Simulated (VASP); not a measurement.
# What goes wrong when C (Diamond) is relaxed with a bad input

Some relaxations of C (Diamond) get a fault in the input on purpose. Which of them show, and how? The starting structure is a measured crystal structure from the Crystallography Open Database. The first relaxation on each setting starts from this cell expanded by 3 % in volume.

Main program and level: VASP 6.6.1; Kohn-Sham DFT with plane waves and PAW; PBEsol.

### Step 1. The starting structure

The structure is cubic, space group Fd-3m (No. 227). The conventional cell has a = 3.567 Å, b = 3.567 Å, c = 3.567 Å, α = 90.00°, β = 90.00°, γ = 90.00°. Nearest to C lie 4 C at 1.54 Å.

As a file:

```cif
data_structure
_symmetry_space_group_name_H-M 'Fd-3m:1'
_symmetry_Int_Tables_number 227
_cell_length_a 3.5667
_cell_length_b 3.5667
_cell_length_c 3.5667
_cell_angle_alpha 90.000
_cell_angle_beta 90.000
_cell_angle_gamma 90.000
_cell_volume 45.37
loop_
_atom_site_label
_atom_site_type_symbol
_atom_site_symmetry_multiplicity
_atom_site_Wyckoff_symbol
_atom_site_fract_x
_atom_site_fract_y
_atom_site_fract_z
_atom_site_occupancy
C1 C 8 a 0.25000 0.25000 0.25000 1
```

### Step 2. Reference relaxation

This run starts from the cell of an earlier relaxation, which isn't shown; the restart sets up the plane waves anew.

File INCAR:

```
SYSTEM = C
PREC = Accurate
ENCUT = 520
EDIFF = 1E-06
NELM = 100
ISMEAR = 0
SIGMA = 0.03
LREAL = .FALSE.
ALGO = Normal
GGA = PS
NBANDS = 10
LORBIT = 11
LWAVE = .FALSE.
LCHARG = .FALSE.
KPAR = 4
IBRION = 2
NSW = 50
ISIF = 3
EDIFFG = -0.006
```

File POSCAR:

```
C
1.0
    0.0000000000      1.7780041373      1.7780041373
    1.7780041373      0.0000000000      1.7780041373
    1.7780041373      1.7780041373      0.0000000000
C
2
Direct
    0.7500000000      0.7500000000      0.7500000000
    0.5000000000      0.5000000000      0.5000000000
```

File KPOINTS:

```
Automatic mesh
0
Gamma
10 10 10
0 0 0
```

The projector-augmented-wave data sets are C (PBE family, release 64).

Command:

```
> mpirun -np 4 vasp_std
```

What it wrote:

```text
[banner, memory and clock lines left out]
running    4 mpi-ranks, on    1 nodes
 distrk:  each k-point on    1 cores,    4 groups
 distr:  one band on    1 cores,    1 groups

 POSCAR found type information on POSCAR C
 POSCAR found :  1 types and       2 ions
|                                                                             |
|               ----> ADVICE to this user running VASP <----                  |
|                                                                             |
|     You enforced a specific xc type in the INCAR file but a different       |
|     [... a line on the potential file left out ...]
|     I HOPE YOU KNOW WHAT YOU ARE DOING!                                     |
|                                                                             |

 LDA part: xc-table for (Slater+PW92), standard interpolation
 POSCAR, INCAR and KPOINTS ok, starting setup
 FFT: planning ... GRIDC
 FFT: planning ... GRID_SOFT
 FFT: planning ... GRID
 WAVECAR not read
 entering main loop
       N       E                     dE             d eps       ncg     rms          rms(c)
DAV:   1     0.136320936370E+01    0.13632E+01   -0.47745E+03   978   0.763E+02
DAV:   2    -0.195458857873E+02   -0.20909E+02   -0.20088E+02  1206   0.136E+02
DAV:   3    -0.199299517080E+02   -0.38407E+00   -0.38311E+00  1132   0.147E+01
DAV:   4    -0.199306057109E+02   -0.65400E-03   -0.65398E-03  1032   0.714E-01
DAV:   5    -0.199306064071E+02   -0.69624E-06   -0.69636E-06  1076   0.234E-02    0.566E+00
DAV:   6    -0.194252476111E+02    0.50536E+00   -0.27804E-01   972   0.388E+00    0.334E+00
DAV:   7    -0.192492276909E+02    0.17602E+00   -0.32978E-01  1022   0.427E+00    0.703E-01
DAV:   8    -0.192497367946E+02   -0.50910E-03   -0.68123E-03   990   0.703E-01    0.287E-02
DAV:   9    -0.192497522313E+02   -0.15437E-04   -0.15991E-05  1134   0.381E-02    0.206E-02
DAV:  10    -0.192497598853E+02   -0.76540E-05   -0.33522E-06   992   0.176E-02    0.424E-03
DAV:  11    -0.192497597428E+02    0.14256E-06   -0.65433E-08   530   0.247E-03
   1 F= -.19249760E+02 E0= -.19249760E+02  d E =-.192498E+02
 curvature:   0.00 expect dE= 0.000E+00 dE for cont linesearch  0.000E+00
 trial: gam= 0.00000 g(F)=  0.315E-48 g(S)=  0.239E-04 ort = 0.000E+00 (trialstep = 0.100E+01)
 search vector abs. value=  0.239E-04
 bond charge predicted
       N       E                     dE             d eps       ncg     rms          rms(c)
DAV:   1    -0.192497647715E+02   -0.48862E-05   -0.47851E-04  1014   0.193E-01    0.201E-02
DAV:   2    -0.192497588501E+02    0.59214E-05   -0.60267E-06  1026   0.207E-02    0.110E-02
DAV:   3    -0.192497563110E+02    0.25391E-05   -0.40074E-06   978   0.146E-02    0.162E-03
DAV:   4    -0.192497562814E+02    0.29598E-07   -0.47822E-08   476   0.211E-03
   2 F= -.19249756E+02 E0= -.19249756E+02  d E =0.346131E-05
 trial-energy change:    0.000003  1 .order    0.000003   -0.000024    0.000031
 step:   0.4384(harm=  0.4384)  dis= 0.00000  next Energy=   -19.249765 (dE=-0.524E-05)
 bond charge predicted
       N       E                     dE             d eps       ncg     rms          rms(c)
DAV:   1    -0.192497672229E+02   -0.10912E-04   -0.14969E-04  1014   0.108E-01    0.112E-02
DAV:   2    -0.192497654605E+02    0.17624E-05   -0.18758E-06   958   0.115E-02    0.618E-03
DAV:   3    -0.192497648459E+02    0.61458E-06   -0.12327E-06   734   0.815E-03
   3 F= -.19249765E+02 E0= -.19249765E+02  d E =-.510316E-05
 curvature:  -0.22 expect dE=-0.893E-10 dE for cont linesearch -0.893E-10
 trial: gam=-0.00411 g(F)=  0.166E-47 g(S)=  0.408E-09 ort = 0.987E-07 (trialstep = 0.888E+00)
 search vector abs. value=  0.100E-09
 reached required accuracy - stopping structural energy minimisation
```

Run time: 4.4 s. Hardware: 4 MPI ranks of Intel Xeon Platinum 8259CL at 2.50GHz (Skylake/Cascade Lake), shared host; peak memory 0.47 GiB.

The logs omit lines about the potential files and the build; timing stands in the text.

From OUTCAR (step 2):

```text
ion  position               nearest neighbor table
   1  0.750  0.750  0.750-   2 1.54   2 1.54   2 1.54   2 1.54
   2  0.500  0.500  0.500-   1 1.54   1 1.54   1 1.54   1 1.54

  LATTYP: Found a face centered cubic cell.
 ALAT       =     3.5560082746

 Subroutine GETGRP returns: Found 48 space group operations
 (whereof 24 operations were pure point group operations)

The static configuration has the point symmetry T_d .
 The point group associated with its full space group is O_h .

 Found     47 irreducible k-points:

   k-points           NKPTS =     47   k-points in BZ     NKDIM =     47   number of bands    NBANDS=     10

   dimension x,y,z NGX =    20 NGY =   20 NGZ =   20
   dimension x,y,z NGXF=    40 NGYF=   40 NGZF=   40

   ENCUT  =  520.0 eV  38.22 Ry    6.18 a.u.   4.68  4.68  4.68*2*pi/ulx,y,z

   NELECT =       8.0000    total number of electrons

 k-points in reciprocal lattice and weights: Automatic mesh
   0.00000000  0.00000000  0.00000000       0.001
   0.10000000  0.00000000  0.00000000       0.008
   0.20000000  0.00000000  0.00000000       0.008
   0.30000000  0.00000000  0.00000000       0.008
   0.40000000  0.00000000  0.00000000       0.008
   0.50000000  0.00000000  0.00000000       0.004
   0.10000000  0.10000000  0.00000000       0.006
   0.20000000  0.10000000  0.00000000       0.024
   0.30000000  0.10000000  0.00000000       0.024
[...]
-0.30000000  0.40000000  0.20000000       0.024
  -0.30000000  0.50000000  0.20000000       0.012

 average (electrostatic) potential at core
       1 -45.3593       2 -45.3593

 E-fermi :  10.0029

 k-point     1 :       0.0000    0.0000    0.0000
  band No.  band energies     occupation
      1     -11.8038      2.00000
      2       9.8323      2.00000
      3       9.8323      2.00000
      4       9.8323      2.00000
      5      15.3947      0.00000
      6      15.3947      0.00000
      7      15.3947      0.00000
      8      23.3944      0.00000
      9      28.8989      0.00000
    ...

 k-point     2 :       0.1000    0.0000    0.0000
  band No.  band energies     occupation
      1     -11.5246      2.00000
      2       8.1341      2.00000
      3       9.3775      2.00000
      4       9.3775      2.00000
      5      15.9909      0.00000
      6      15.9909      0.00000
      7      16.3585      0.00000
      8      23.6074      0.00000
      9      29.3542      0.00000
    ...

 k-point     3 :       0.2000    0.0000    0.0000
  band No.  band energies     occupation
      1     -10.6919      2.00000
      2       4.8959      2.00000
      3       8.4894      2.00000
      4       8.4894      2.00000
      5      17.1315      0.00000
      6      17.1315      0.00000
      7      17.6006      0.00000
      8      24.1884      0.00000
      9      30.1398      0.00000
    ...

  Total        0.0000750      0.0000750      0.0000750     -0.0000000     -0.0000000     -0.0000000
  in kB        0.0106897      0.0106897      0.0106897     -0.0000000     -0.0000000     -0.0000000
  external PRESSURE =       0.0106897 kB  Pullay stress =       0.0000000 kB

  energy-cutoff  :      520.00
  volume of cell :       11.25
      direct lattice vectors                 reciprocal lattice vectors
    -0.000000000  1.778345970  1.778345970    -0.281160139  0.281160139  0.281160139
     1.778345970  0.000000000  1.778345970     0.281160139 -0.281160139  0.281160139
     1.778345970  1.778345970  0.000000000     0.281160139  0.281160139 -0.281160139

 POSITION                                       TOTAL-FORCE (eV/Angst)
 -----------------------------------------------------------------------------------
      2.66752      2.66752      2.66752         0.000000     -0.000000     -0.000000
      1.77835      1.77835      1.77835        -0.000000      0.000000      0.000000
 -----------------------------------------------------------------------------------
    total drift:                                0.000000     -0.000000      0.000000

  FREE ENERGIE OF THE ION-ELECTRON SYSTEM (eV)
  ---------------------------------------------------
  free  energy   TOTEN  =       -19.2497648459 eV

  energy  without entropy=      -19.2497648459  energy(sigma->0) =      -19.24976485

 reached required accuracy - stopping structural energy minimisation

 total charge
# of ion       s       p       d       tot
------------------------------------------
    1        0.825   1.751   0.000   2.576
    2        0.825   1.751   0.000   2.576
--------------------------------------------------
tot          1.650   3.503   0.000   5.153

[... 3 further parts left out ...]
```

The PAW data sets were made with PBE, which is usual practice but a small mismatch for other functionals. The run keeps the 48 symmetry operations of its start, so it cannot find a distortion of lower symmetry.

The reference relaxation ends at 5.624 Å³ an atom. Pressures at 0.985 and 1.015 times this volume, from two more relaxations that aren't shown, give a bulk modulus of 451.2 GPa.

### Step 3. Relaxation with a loose electronic threshold

A slip made on purpose: a loose electronic threshold. Against step 2 the input has EDIFF = 0.01 (also changed: NELM and NSW).

INCAR: that of step 2 with these lines changed.

```diff
@@ -3,4 +3,4 @@
 ENCUT = 520
-EDIFF = 1E-06
-NELM = 100
+EDIFF = 0.01
+NELM = 60
 ISMEAR = 0
@@ -16,3 +16,3 @@
 IBRION = 2
-NSW = 50
+NSW = 30
 ISIF = 3
```

File POSCAR:

```
C
1.0
    0.0000000000      1.8010282771      1.8010282771
    1.8010282771      0.0000000000      1.8010282771
    1.8010282771      1.8010282771      0.0000000000
C
2
Direct
    0.7500000000      0.7500000000      0.7500000000
    0.5000000000      0.5000000000      0.5000000000
```

KPOINTS is that of step 2.

Command:

```
> mpirun -np 4 vasp_std
```

What it wrote:

```text
[banner, memory and clock lines left out]
running    4 mpi-ranks, on    1 nodes
[...]
[... a notice as in an earlier step ...]

 LDA part: xc-table for (Slater+PW92), standard interpolation
 POSCAR, INCAR and KPOINTS ok, starting setup
[...]
entering main loop
       N       E                     dE             d eps       ncg     rms          rms(c)
DAV:   1    -0.574724941107E+00   -0.57472E+00   -0.50224E+03   964   0.778E+02
DAV:   2    -0.194302831139E+02   -0.18856E+02   -0.18311E+02  1336   0.125E+02
DAV:   3    -0.198332228293E+02   -0.40294E+00   -0.40195E+00  1082   0.145E+01
DAV:   4    -0.198340757642E+02   -0.85293E-03   -0.85291E-03  1044   0.805E-01
DAV:   5    -0.198340768624E+02   -0.10982E-05   -0.10982E-05   964   0.270E-02    0.538E+00
DAV:   6    -0.193848175434E+02    0.44926E+00   -0.24556E-01   974   0.362E+00    0.317E+00
DAV:   7    -0.192274927274E+02    0.15732E+00   -0.29420E-01  1012   0.400E+00    0.645E-01
DAV:   8    -0.192279414407E+02   -0.44871E-03   -0.62917E-03   980   0.667E-01
   1 F= -.19227941E+02 E0= -.19227941E+02  d E =-.192279E+02
[... from here on, the cycles between the ionic steps are left out ...]
   2 F= -.19213392E+02 E0= -.19213392E+02  d E =0.145495E-01
   3 F= -.19253702E+02 E0= -.19253702E+02  d E =-.257610E-01
   4 F= -.19249416E+02 E0= -.19249416E+02  d E =-.214750E-01
   5 F= -.19250038E+02 E0= -.19250038E+02  d E =-.220962E-01
   6 F= -.19250296E+02 E0= -.19250296E+02  d E =-.223550E-01
   7 F= -.19250386E+02 E0= -.19250386E+02  d E =-.224447E-01
   8 F= -.19250420E+02 E0= -.19250420E+02  d E =-.336874E-04
   9 F= -.19250488E+02 E0= -.19250488E+02  d E =-.101893E-03
  10 F= -.19250490E+02 E0= -.19250490E+02  d E =-.167580E-05
  11 F= -.19250496E+02 E0= -.19250496E+02  d E =-.764674E-05
  12 F= -.19250499E+02 E0= -.19250499E+02  d E =-.111330E-04
[...]
reached required accuracy - stopping structural energy minimisation
```

Wall time 7 s (4 MPI ranks); peak memory 0.49 GiB; 26 s of CPU time.

OUTCAR, selected parts (step 3):

```text
  Total        0.0006654      0.0006654      0.0006654     -0.0000000      0.0000000     -0.0000000
  in kB        0.0948182      0.0948182      0.0948182     -0.0000000      0.0000000     -0.0000000
  external PRESSURE =       0.0948182 kB  Pullay stress =       0.0000000 kB

 POSITION                                       TOTAL-FORCE (eV/Angst)
 -----------------------------------------------------------------------------------
      2.66720      2.66720      2.66720         0.000000      0.000000      0.000000
      1.77813      1.77813      1.77813        -0.000000     -0.000000     -0.000000
 -----------------------------------------------------------------------------------
    total drift:                                0.000000     -0.000000      0.000000

  FREE ENERGIE OF THE ION-ELECTRON SYSTEM (eV)
  ---------------------------------------------------
  free  energy   TOTEN  =       -19.2504991904 eV

  energy  without entropy=      -19.2504991904  energy(sigma->0) =      -19.25049919

[... 2 parts as in an earlier step ...]

[... 2 further parts left out ...]
[key lines of the parts left out:]
E-fermi :  10.0076
```

Logs of long relaxations may skip ionic steps without a mark.

With a loose electronic threshold the cell ends at 5.622 Å³ an atom, -0.04 % from the reference.

### Step 4. Relaxation with a loose energy criterion for the relaxation

A slip made on purpose: a loose energy criterion for the relaxation. Against step 2 the input has EDIFFG = 0.1 (also changed: NELM).

INCAR: that of step 3 with these lines changed.

```diff
@@ -3,3 +3,3 @@
 ENCUT = 520
-EDIFF = 0.01
+EDIFF = 1E-06
 NELM = 60
@@ -16,4 +16,4 @@
 IBRION = 2
-NSW = 30
+NSW = 50
 ISIF = 3
-EDIFFG = -0.006
+EDIFFG = 0.1
```

POSCAR is that of step 3.

KPOINTS is that of step 3.

Command:

```
> mpirun -np 4 vasp_std
```

What it wrote:

```text
[... set-up lines as in an earlier step ...]
 entering main loop
       N       E                     dE             d eps       ncg     rms          rms(c)
[... 4 cycles as in an earlier step ...]
DAV:   5    -0.198340768703E+02   -0.11061E-05   -0.11061E-05  1060   0.270E-02    0.538E+00
DAV:   6    -0.193848168009E+02    0.44926E+00   -0.24557E-01   974   0.362E+00    0.317E+00
DAV:   7    -0.192274926810E+02    0.15732E+00   -0.29420E-01  1012   0.400E+00    0.645E-01
DAV:   8    -0.192279414445E+02   -0.44876E-03   -0.62917E-03   980   0.667E-01    0.285E-02
DAV:   9    -0.192279580384E+02   -0.16594E-04   -0.17125E-05  1146   0.387E-02    0.202E-02
DAV:  10    -0.192279660322E+02   -0.79939E-05   -0.37318E-06   980   0.183E-02    0.416E-03
DAV:  11    -0.192279658796E+02    0.15264E-06   -0.68050E-08   548   0.248E-03
   1 F= -.19227966E+02 E0= -.19227966E+02  d E =-.192280E+02
[...]
N       E                     dE             d eps       ncg     rms          rms(c)
DAV:   1    -0.192488510093E+02   -0.20885E-01   -0.20672E+00  1032   0.130E+01    0.132E+00
[...]
DAV:   4    -0.192143709298E+02    0.12419E-04   -0.19407E-04  1006   0.135E-01    0.924E-02
DAV:   5    -0.192143403319E+02    0.30598E-04   -0.78458E-06   996   0.313E-02    0.791E-03
DAV:   6    -0.192143407661E+02   -0.43418E-06   -0.18763E-07   498   0.444E-03
   2 F= -.19214341E+02 E0= -.19214341E+02  d E =0.136251E-01
 trial-energy change:    0.013625  1 .order    0.016064   -0.098385    0.130513
 step:   0.4456(harm=  0.4298)  dis= 0.00000  next Energy=   -19.250103 (dE=-0.221E-01)
[...]
N       E                     dE             d eps       ncg     rms          rms(c)
DAV:   1    -0.192610123194E+02   -0.46672E-01   -0.61706E-01   978   0.688E+00    0.721E-01
DAV:   2    -0.192535195187E+02    0.74928E-02   -0.76495E-03  1006   0.739E-01    0.397E-01
DAV:   3    -0.192505142816E+02    0.30052E-02   -0.51281E-03   978   0.523E-01    0.563E-02
DAV:   4    -0.192505097064E+02    0.45752E-05   -0.63869E-05  1004   0.766E-02    0.465E-02
DAV:   5    -0.192504970927E+02    0.12614E-04   -0.24369E-06   992   0.172E-02    0.518E-03
DAV:   6    -0.192504965071E+02    0.58557E-06   -0.72174E-08   472   0.301E-03
   3 F= -.19250497E+02 E0= -.19250497E+02  d E =-.225306E-01
[...]
reached required accuracy - stopping structural energy minimisation
```

It took 5.6 s on 4 MPI ranks; peak memory 0.48 GiB; 20 s of CPU time.

OUTCAR, selected parts (step 4):

```text
  Total       -0.0122962     -0.0122962     -0.0122962      0.0000000      0.0000000      0.0000000
  in kB       -1.7511473     -1.7511473     -1.7511473      0.0000000      0.0000000      0.0000000
  external PRESSURE =      -1.7511473 kB  Pullay stress =       0.0000000 kB

 POSITION                                       TOTAL-FORCE (eV/Angst)
 -----------------------------------------------------------------------------------
      2.66768      2.66768      2.66768        -0.000000      0.000000      0.000000
      1.77846      1.77846      1.77846         0.000000     -0.000000     -0.000000
 -----------------------------------------------------------------------------------
    total drift:                                0.000000     -0.000000      0.000000

  FREE ENERGIE OF THE ION-ELECTRON SYSTEM (eV)
  ---------------------------------------------------
  free  energy   TOTEN  =       -19.2504965071 eV

  energy  without entropy=      -19.2504965071  energy(sigma->0) =      -19.25049651

[... 2 parts as in an earlier step ...]

[... 2 further parts left out ...]
[key lines of the parts left out:]
E-fermi :  10.0006
```

With a loose energy criterion for the relaxation the cell ends at 5.625 Å³ an atom, +0.02 % from the reference.

(Continued in part 2 of 2.)

[Lines on the potential files, build, host, timing and source positions are cut from VASP's logs without a mark.]

[Logs are printed without paths, hosts, clocks, repeated set-up lines and the standing remarks that a program may print on its own settings, such as how far it seeks lower states.]

[Hosts, paths, dates, database ids (printed as entryN), source tags and the programs' standing remarks are cut or masked in the printed files.]
